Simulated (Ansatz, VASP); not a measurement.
# SnSe2 in two plane-wave programs

Wanted: the spread between two codes on one cell, functional and k mesh. The structure shown is the start of the Ansatz relaxation below; VASP solves that cell, so the two are compared at the walk's first step.

Program: Ansatz 0.2.0. Level of theory: plane waves, with VASP 6.6.1 beside it; single point at PBE. Results are calculated unless marked as measured.

## Step 1: Set-up

The cell holds 3 atoms: 1 Sn and 2 Se. Its edges and angles: a = 3.369 Å, b = 3.369 Å, c = 29.639 Å, α = 90.0°, β = 90.0°, γ = 120.0°. Vacuum lies along c. The height across the vacuum is the one that the program set for its solve, not the one typed.

## Step 2: Ansatz: relaxation, PBE

Ansatz runs on its default PAW (the set named soft_2) files.

The two programs are compared at the cell with which this relaxation starts, whose forces are those of its first step.

Input file input.yaml:

```yaml
crystal:
  lattice:
    - [3.368924, 0.0, 0.0]
    - [-1.684462, 2.91757377, 0.0]
    - [0.0, 0.0, 19.0644416]
  atoms:
    - { symbol: Sn, position: [0.33333333, 0.66666667, 0.5] }
    - { symbol: Se, position: [0.0, 0.0, 0.5765731] }
    - { symbol: Se, position: [0.66666667, 0.33333333, 0.4234269] }
  periodic: [true, true, false]
kpoints:
  mp_grid: { grid: [9, 9, 1] }
scf:
  occupations: { method: fermi_dirac, width: 0.05 }
hamiltonian:
  xc: pbe
  pseudopotentials: { kind: paw }
output:
  forces: true
  stress: true
relax:
  f_tol: 0.02
  max_steps: 50
  cell: {}
```

Launch:

```console
> ansatz run input.yaml --threads 4 --pin off --max-ram 8192MiB --backend cpu --events-out ev --progress --plain --runs-dir out
```

Numbers of over 12 decimals in the logs are rounded to 6 here.

What it wrote:

```text
Warning: crystal.periodic: the lattice vector that does not repeat stood 0.000° off the slab's normal, 19.064 Å along it as the deck builds it. The run solves the slab on a vector along the normal, 29.639 Å long, with every atom where it was (on the deck's vector they left 16.14 Å outside them, and the widest stretch free of ions among them is 1.46 Å). A fractional position that the run reports is one of the run's ce [...]
crystal.periodic: the lattice vector that does not repeat stood 0.000° off the slab's normal, 19.064 Å along it as the deck builds it. The run solves the slab on a vector along the normal, 29.639 Å long, with every atom where it was (on the deck's vector they left 16.14 Å outside them, and the widest stretch free of ions among them is 1.46 Å). A fractional position that the run reports is one of the run's cell, which [...]
Engine: ansatz 0.2.0, x86_64-unknown-linux-gnu
Pseudopotentials: kind: paw
Pseudopotential: Sn, paw, valence charge 14, recommended cutoff 420 eV (normal), Sn.paw.azcp
Pseudopotential: Se, paw, valence charge 16, recommended cutoff 420 eV (normal), Se.paw.azcp
Functional definition: PBE
  parameter kappa = 0.804
  parameter beta = 0.066725
  exchange = pbe_x(kappa = kappa, mu = beta*pi^2/3)
  correlation = pbe_c(beta = beta)
Crystal: 3 atoms, lattice volume = 291.327 Å³
Basis set: ecut = 420 eV, 5751 PW (Γ), exchange–correlation on 48×48×400 points (8 copies of the dense FFT grid, shifted against one another)
Bands: 28, of which v1, the nominal top of the filled ones, is band 23 counted from 1 (22 counted from 0)
Symmetry: 12 space group operations
Space group: P-3m1 (ITA 164), of the structure as read, at distance tolerance 6.6e-5 Å
k-points: 12 of 81
Non-local potential: Sn, projectors of the file, l = 0: 2, l = 1: 2, l = 2: 2, l = 3: 2
Non-local potential: Se, projectors of the file, l = 0: 2, l = 1: 2, l = 2: 3, l = 3: 1
PAW form: soft (Blöchl's): semilocal exchange-correlation on the pseudo side does not see the compensation charge
PAW one-centre angular grid: Sn, 590 points (default); XC on 64 Gauss nodes
PAW one-centre angular grid: Se, 590 points (default); XC on 64 Gauss nodes
Initial density: superposition of atomic densities (neutral atoms: chi_scale 0, normalization atom), corrected by the library's trained network
Initial wavefunctions: pseudopotential atomic-orbital guess
Functional: x = pbe(κ = 0.804, μ = 0.219515), c = pbe(β = 0.066725)
SCF iter   1: F=—  HF=-16960.543600 eV  |F-HF|=—  |Δ(HF+E_count)|=         —  Δρ=8.39e-4  dr2=3.75e-3  ethr=1.77e-3  ⟨swp⟩=15.8  Hψ=2616  notcnv=0
preconditioner: auto → Resta (q_TF=auto, 2.006 Å⁻¹)  ε∞=1.4  [insulator: Δε(μ)=1.004 eV  Ē_g=17.360 eV  σ=0.050 eV  W_gap=1.00  n_scr=18 (ndim 8)  ℏωp=11.1 eV  f_vac=0.776  D(μ)=0.00/eV (n_scr^D=0)  ε∞_Penn≈1.4  vacuum switching on, ρ_ref=2.2e-2 e/Å³]
[...]
SCF iter   6: F=—  HF=-16963.384749 eV  |F-HF|=—  |Δ(HF+E_count)|=   2.80e-6  Δρ=7.10e-7  dr2=1.59e-9  ethr=6.60e-11  ⟨swp⟩=3.8  Hψ=730  notcnv=0
SCF iter   7: F=—  HF=-16963.384750 eV  |F-HF|=—  |Δ(HF+E_count)|=   9.12e-8  Δρ=1.60e-7  dr2=9.69e-11  ethr=3.45e-12  ⟨swp⟩=2.7  Hψ=495  notcnv=0
SCF iter   8: F=-16963.384750 eV  HF=-16963.384750 eV  |F-HF|=6.69e-10  |Δ(HF+E_count)|=   8.72e-9  Δρ=1.95e-8  dr2=1.65e-12  ethr=1.00e-12  ⟨swp⟩=9.0  Hψ=1858  notcnv=0
SCF 7 converged in 8 iterations: F = -16963.384750 eV  dr2 = 1.65e-12
relax step   7: F+E_penalty+E_count = -16963.38474952 eV  Δ(F+E_penalty+E_count) = -1.236e-2 eV  max|allowed force component| = 2.992e-3 eV/Å  Δτ_max = 0.0000 Å  P = +0.199 N/m  Ω = 382.031 Å³  fix = [c, alpha, beta]  reactions: c +0.000 N/m  stress off target by 1.99e-1 N/m on what of the cell is left free  SCF on the basis re-selected at this cell (its energy is not comparable with the rows above)  (8 SCF iters)
[...]
relax step   8: F+E_penalty+E_count = -16963.38506239 eV  Δ(F+E_penalty+E_count) = -3.129e-4 eV  max|allowed force component| = 2.172e-2 eV/Å  Δτ_max = 0.0057 Å  P = +0.055 N/m  Ω = 383.906 Å³  energy of the carried Pulay correction = -7.995e-5 eV  fix = [c, alpha, beta]  reactions: c +0.000 N/m  (4 SCF iters, dr2 threshold 5.96e-8 eV, accepted)
[...]
relax step   9: F+E_penalty+E_count = -16963.38508264 eV  Δ(F+E_penalty+E_count) = -2.026e-5 eV  max|allowed force component| = 1.229e-2 eV/Å  Δτ_max = 0.0031 Å  P = -0.035 N/m  Ω = 384.304 Å³  energy of the carried Pulay correction = -9.703e-5 eV  fix = [c, alpha, beta]  reactions: c -0.000 N/m  (4 SCF iters, dr2 threshold 2.95e-8 eV, accepted)
[...]
relax step  10: F+E_penalty+E_count = -16963.38518681 eV  Δ(F+E_penalty+E_count) = -1.042e-4 eV  max|allowed force component| = 1.233e-2 eV/Å  Δτ_max = 0.0000 Å  P = -0.036 N/m  Ω = 384.304 Å³  fix = [c, alpha, beta]  reactions: c -0.000 N/m  stress off target by 3.57e-2 N/m on what of the cell is left free  SCF on the basis re-selected at this cell (its energy is not comparable with the rows above)  (7 SCF iters)
basis re-selected at this cell: Δ(F+E_penalty+E_count) = -1.042e-4 eV, ΔP = -0.000 N/m vs the last step (what re-selecting the basis moved, of the pressure what is left beyond the Pulay correction that the steps carried, after the strain that the cell walked since its last selection, with what the two solves' SCF thresholds leave and, on support functions, any second-order correction that the steps lacked; it is no m [...]
SCF converged after 7 iterations
Free energy (F): -16963.385187 eV
Harris-Foulkes:  -16963.385187 eV  (|F-HF|=3.24e-9)
Internal energy: -16963.385150 eV  (E = F + TS)
E sigma→0 (E₀):  -16963.385168 eV
Entropy (-TS):   -0.000037 eV (-0.012 meV/atom)
Fermi energy:    -5.618179 eV
--- Per-component energies (eV) ---
  E_band       = -1499.550364
  E_kinetic    = 422.894495
  E_local      = -91194.004813  (includes V_loc(G=0)·N_el)
  E_nonlocal   = -1222.396209
  E_hartree    = 45354.434538
  E_xc         = -588.752415
  E_vxc        = -289.831906  (∫ρ·V_xc dr)
  E_paw        = -7963.815135  (= ΣΔE_a)
  E_vpaw       = 74.919939  (= ΣTr[D̂ρ^β])
  E_aug_tail   = -0.001200  (compensation charges beyond the density's cutoff)
  E_ewald      = 38228.255588
  E_smearing   = -0.000037  (= −TS)
  E_closure    = 0.000000  (closes the sum)
  Σ components = -16963.385187   (vs F -16963.385187, Δ=0.00e0)
--- Forces (eV/Å), atoms counted from 1 ---
  atom   1  Sn     0.00000000    -0.00000000     0.00000000
  atom   2  Se     0.00000000    -0.00000000    -0.01232702
  atom   3  Se     0.00000000     0.00000000     0.01232702
  max |Σ_I F_I| component: 4.21e-30 eV/Å
--- 2D stress c σ (N/m, compression-positive) ---
       -0.035668      -0.000000      -0.000000
       -0.000000      -0.035668       0.000000
       -0.000000       0.000000      -0.000000
  P = ½ c Tr σ = -0.0357 N/m
--- Relaxed structure (8 steps of the walk, 8 accepted, 2 SCFs on fresh bases) ---
  F+E_penalty+E_count = -16963.38518681 eV   max|allowed force component| = 1.233e-2 eV/Å   (the final SCF, on the basis selected at the relaxed cell)
  cell:  # Å, volume = 384.3045 Å³
    - [3.869354, 0.0, 0]
    - [-1.934677, 3.350959, 0]
    - [0, 0, 29.639294]
  atoms:
    - { symbol: Sn, position: [0.333333, 0.666667, 0.321608] }
    - { symbol: Se, position: [-5.186588599962572e-18, 0, 0.375459] }
    - { symbol: Se, position: [0.666667, 0.333333, 0.267756] }
```

## Step 3: VASP: single point, PBE, start cell

The same cell, functional, mesh and smearing now go to VASP, with its own data sets.

Lines of VASP's logs that name or quote its potential files are left out, and so is its time.

Input file INCAR:

```
SYSTEM = SnSe2
PREC = Accurate
ENCUT = 400
EDIFF = 1E-06
NELM = 120
ISMEAR = -1
SIGMA = 0.05
LREAL = .FALSE.
ALGO = Normal
GGA = PE
NBANDS = 19
LORBIT = 11
LWAVE = .FALSE.
LCHARG = .FALSE.
ISIF = 2
LDIPOL = .TRUE.
IDIPOL = 3
DIPOL = 0.5 0.5 0.322
LVHAR = .TRUE.
LASPH = .TRUE.
GGA_COMPAT = .FALSE.
EFERMI = MIDGAP
NELMDL = -8
KPAR = 2
```

Input file POSCAR:

```
SnSe2
1.0
    3.3689240000      0.0000000000      0.0000000000
   -1.6844620000      2.9175740000      0.0000000000
    0.0000000000      0.0000000000     29.6392940000
Sn Se
1 2
Direct
    0.3333332762      0.6666665524      0.3216075592
    0.0000000000      0.0000000000      0.3708605205
    0.6666667238      0.3333334476      0.2723545642
```

Input file KPOINTS:

```
Automatic mesh
0
Gamma
9 9 1
0 0 0
```

PAW data sets: Sn_d and Se (PBE family, release 64).

Launch:

```console
> mpirun -np 2 vasp_std
```

What it wrote:

```text
[banner, memory and clock lines left out]
running    2 mpi-ranks, on    1 nodes
 distrk:  each k-point on    1 cores,    2 groups
 distr:  one band on    1 cores,    1 groups

 POSCAR found type information on POSCAR SnSe
 POSCAR found :  2 types and       3 ions
 LDA part: xc-table for (Slater+PW92), standard interpolation
 POSCAR, INCAR and KPOINTS ok, starting setup
 FFT: planning ... GRIDC
 FFT: planning ... GRID_SOFT
 FFT: planning ... GRID
 WAVECAR not read
 entering main loop
       N       E                     dE             d eps       ncg     rms          rms(c)
DAV:   1     0.183465621917E+03    0.18347E+03   -0.10168E+04   552   0.906E+02
DAV:   2     0.873831606839E+01   -0.17473E+03   -0.16810E+03   607   0.223E+02
DAV:   3    -0.894075693438E+01   -0.17679E+02   -0.17628E+02   579   0.898E+01
DAV:   4    -0.940292083776E+01   -0.46216E+00   -0.46164E+00   693   0.165E+01
DAV:   5    -0.941151210199E+01   -0.85913E-02   -0.85898E-02   652   0.204E+00
DAV:   6    -0.941185038107E+01   -0.33828E-03   -0.33827E-03   716   0.327E-01
DAV:   7    -0.941185343218E+01   -0.30511E-05   -0.30514E-05   689   0.304E-02
DAV:   8    -0.941185353294E+01   -0.10076E-06   -0.10031E-06   605   0.513E-03    0.840E+00
DAV:   9    -0.908745551655E+01    0.32440E+00   -0.40207E-01   694   0.812E+00    0.525E+00
DAV:  10    -0.900626639431E+01    0.81189E-01   -0.45224E-01   652   0.525E+00    0.670E-01
DAV:  11    -0.899747430490E+01    0.87921E-02   -0.55875E-02   616   0.288E+00    0.339E-01
DAV:  12    -0.899722736605E+01    0.24694E-03   -0.30605E-03   575   0.369E-01    0.937E-02
DAV:  13    -0.899704158393E+01    0.18578E-03   -0.45610E-04   698   0.305E-01    0.608E-02
DAV:  14    -0.899688639241E+01    0.15519E-03   -0.25147E-04   623   0.825E-02    0.203E-02
[...]
DAV:  18    -0.899721108332E+01   -0.88441E-04   -0.59123E-06   509   0.102E-02    0.573E-03
DAV:  19    -0.899722611570E+01   -0.15032E-04   -0.25735E-07   521   0.712E-03    0.292E-03
DAV:  20    -0.899726277460E+01   -0.36659E-04   -0.20186E-06   434   0.574E-03    0.189E-03
DAV:  21    -0.899726872303E+01   -0.59484E-05   -0.11388E-07   498   0.199E-03    0.164E-03
DAV:  22    -0.899727728251E+01   -0.85595E-05   -0.31543E-07   433   0.171E-03    0.480E-04
DAV:  23    -0.899727964441E+01   -0.23619E-05   -0.47245E-08   499   0.141E-03    0.733E-04
DAV:  24    -0.899728121942E+01   -0.15750E-05   -0.30734E-08   483   0.110E-03    0.198E-04
DAV:  25    -0.899728167149E+01   -0.45207E-06   -0.44051E-09   468   0.383E-04
   1 F= -.89972817E+01 E0= -.89972778E+01  d E =-.781104E-05
```

From OUTCAR (step 3):

```text
ion  position               nearest neighbor table
   1  0.333  0.667  0.322-   2 2.43   2 2.43   2 2.43   3 2.43   3 2.43   3 2.43
   2  0.000  0.000  0.371-   1 2.43   1 2.43   1 2.43
   3  0.667  0.333  0.272-   1 2.43   1 2.43   1 2.43

  LATTYP: Found a hexagonal cell.
 ALAT       =     3.3689240000
 C/A-ratio  =     8.7978517770

 Subroutine GETGRP returns: Found 12 space group operations
 (whereof  6 operations were pure point group operations)

The static configuration has the point symmetry C_3v.
 The point group associated with its full space group is D_3d.

 Found     12 irreducible k-points:

   k-points           NKPTS =     12   k-points in BZ     NKDIM =     12   number of bands    NBANDS=     19

   dimension x,y,z NGX =    24 NGY =   24 NGZ =  196
   dimension x,y,z NGXF=    48 NGYF=   48 NGZF=  392

   ENCUT  =  400.0 eV  29.40 Ry    5.42 a.u.   5.49  5.49 48.33*2*pi/ulx,y,z

   NELECT =      26.0000    total number of electrons

 k-points in reciprocal lattice and weights: Automatic mesh
   0.00000000  0.00000000  0.00000000       0.012
   0.11111111 -0.00000000  0.00000000       0.074
   0.22222222 -0.00000000  0.00000000       0.074
   0.33333333 -0.00000000  0.00000000       0.074
   0.44444444 -0.00000000  0.00000000       0.074
   0.11111111  0.11111111  0.00000000       0.074
   0.22222222  0.11111111  0.00000000       0.148
   0.33333333  0.11111111  0.00000000       0.148
   0.44444444  0.11111111  0.00000000       0.074
   0.22222222  0.22222222  0.00000000       0.074
   0.33333333  0.22222222  0.00000000       0.148
   0.33333333  0.33333333  0.00000000       0.025

 dipolmoment           0.000000      0.000000      0.000007 electrons x Angstroem

 average (electrostatic) potential at core
       1-109.9537       2 -60.6134       3 -60.6135

 E-fermi :  -2.0291

 k-point     1 :       0.0000    0.0000    0.0000
  band No.  band energies     occupation
    ...
      9      -5.1164      2.00000
     10      -3.2782      2.00000
     11      -3.2782      2.00000
     12      -2.5950      1.99998
     13      -2.5950      1.99998
     14       0.7730      0.00000
     15       1.0425      0.00000
     16       2.2190      0.00000
     17       2.4286      0.00000
     18       2.7098      0.00000
    ...

 k-point     2 :       0.1111   -0.0000    0.0000
  band No.  band energies     occupation
    ...
      9      -5.0523      2.00000
     10      -4.7136      2.00000
     11      -3.8716      2.00000
     12      -3.5794      2.00000
     13      -2.5324      1.99992
     14       1.2766      0.00000
     15       1.6106      0.00000
     16       2.2673      0.00000
     17       2.5564      0.00000
     18       2.8298      0.00000
    ...

 k-point     3 :       0.2222   -0.0000    0.0000
  band No.  band energies     occupation
    ...
      9      -7.0775      2.00000
     10      -5.3113      2.00000
     11      -4.8208      2.00000
     12      -4.5708      2.00000
     13      -2.7204      2.00000
     14       0.2690      0.00000
     15       2.0485      0.00000
     16       2.5627      0.00000
     17       3.2429      0.00000
     18       3.5234      0.00000
    ...

  Total       19.1228458     19.1228488     15.4555516      0.0000000     -0.0000000     -0.0000000
  in kB      105.1676467    105.1676635     84.9990642      0.0000000     -0.0000000     -0.0000000
  external PRESSURE =      98.4447915 kB  Pullay stress =       0.0000000 kB

  energy-cutoff  :      400.00
  volume of cell :      291.33
      direct lattice vectors                 reciprocal lattice vectors
     3.368924000  0.000000000  0.000000000     0.296830679  0.171375259  0.000000000
    -1.684462000  2.917574000  0.000000000     0.000000000  0.342750518  0.000000000
     0.000000000  0.000000000 29.639294000     0.000000000  0.000000000  0.033738995

 POSITION                                       TOTAL-FORCE (eV/Angst)
 -----------------------------------------------------------------------------------
      0.00000      1.94505      9.53222         0.000000      0.000000      0.000000
      0.00000      0.00000     10.99204        -0.000000     -0.000000      5.303942
      1.68446      0.97253      8.07240         0.000000     -0.000000     -5.303942
 -----------------------------------------------------------------------------------
    total drift:                                0.000000      0.000017      0.000785

  FREE ENERGIE OF THE ION-ELECTRON SYSTEM (eV)
  ---------------------------------------------------
  free  energy   TOTEN  =        -8.9972816715 eV

  energy  without entropy=       -8.9972738604  energy(sigma->0) =       -8.99727777

 vacuum level on the upper side and lower side of the slab         2.587         2.587

 total charge
# of ion       s       p       d       tot
------------------------------------------
    1        1.057   1.465  10.332  12.854
    2        1.486   2.534   0.062   4.082
    3        1.486   2.534   0.062   4.082
--------------------------------------------------
tot          4.029   6.533  10.456  21.018

[... 3 further parts left out ...]
```

## Step 4: Side by side

Known differences besides the potentials themselves: Ansatz cuts the interaction across the vacuum, VASP repeats the sheet with a dipole correction; the data sets hold 46 valence electrons in Ansatz (on its default PAW (the set named soft_2) files) and 26 in VASP; the cutoff is 420 eV in Ansatz and 400 eV in VASP. Total energies have different zeros and are not compared.

Forces (eV/Å; atoms numbered as in POSCAR):

| atom | Ansatz x, y, z | VASP x, y, z |
| --- | --- | --- |
| Sn1 | 0.000, 0.000, 0.000 | 0.000, 0.000, 0.000 |
| Se2 | 0.000, 0.000, 5.253 | 0.000, 0.000, 5.304 |
| Se3 | 0.000, 0.000, -5.253 | 0.000, 0.000, -5.304 |

The forces differ by 24 meV/Å r.m.s., which is 1.0 % of the r.m.s. force of 2.500 eV/Å (both taken over all components). With vacuum in the cell, a pressure given here is an average over mostly empty space and none of the material.

## Step 5: Results

```json
{"r.m.s. force difference (single point, PBE, start cell)": "0.95 % of the r.m.s. force"}
```

The r.m.s. force difference is 0.95 % of the r.m.s. force (single point, PBE, start cell), within the 3 % picked in this series as the mark of a large difference. The data sets hold unlike numbers of valence electrons (46 in Ansatz and 26 in VASP), so part of the differences comes from the potentials. How closely two codes agree says nothing of how well the functional describes the real material.

[Lines on the potential files, build, host, timing and source positions are cut from VASP's logs without a mark.]

[Logs are printed without paths, hosts, clocks, repeated set-up lines and the standing remarks that a program may print on its own settings, such as how far it seeks lower states.]

[Hosts, paths, dates, database ids (printed as entryN), source tags and the programs' standing remarks are cut or masked in the printed files.]
